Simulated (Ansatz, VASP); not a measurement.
## Two plane-wave programs on Au

```
CELL_PARAMETERS angstrom
0.00000 3.18725 3.18725
3.18725 0.00000 3.18725
3.18725 3.18725 0.00000
ATOMIC_POSITIONS crystal
Au 0.25000 0.25000 0.25000
Au 0.75000 0.75000 0.75000
Au 0.50000 0.50000 0.50000
```

Alike in both runs: functional PBE; k mesh 6 × 6 × 6; occupations gaussian, width 0.1 eV; no spin polarisation.

Ansatz relaxed the structure, and its values are those at the end. VASP's run is a single point on that final structure, the one shown.

|  | VASP | Ansatz |
| --- | --- | --- |
| version | VASP 6.6.1 | Ansatz 0.2.0 |
| potentials or method | VASP PAW PBE potentials, release 64 (Au) | scalar-relativistic, plane waves, PAW |
| plane-wave cutoff (eV) | 520 | 420 |
| valence electrons in the cell | 33 | 57 |

```csv
,VASP,Ansatz,Ansatz less VASP
gap on the k mesh at the Fermi level (eV),none,none,-
pressure (GPa),-0.5,-0.3,+0.16
```

A gap of «none» marks a metal or a gap that the smearing closes. The two sets of potentials don't hold the same shells in valence.

Spin-orbit coupling is left out, which matters for the levels of Au.
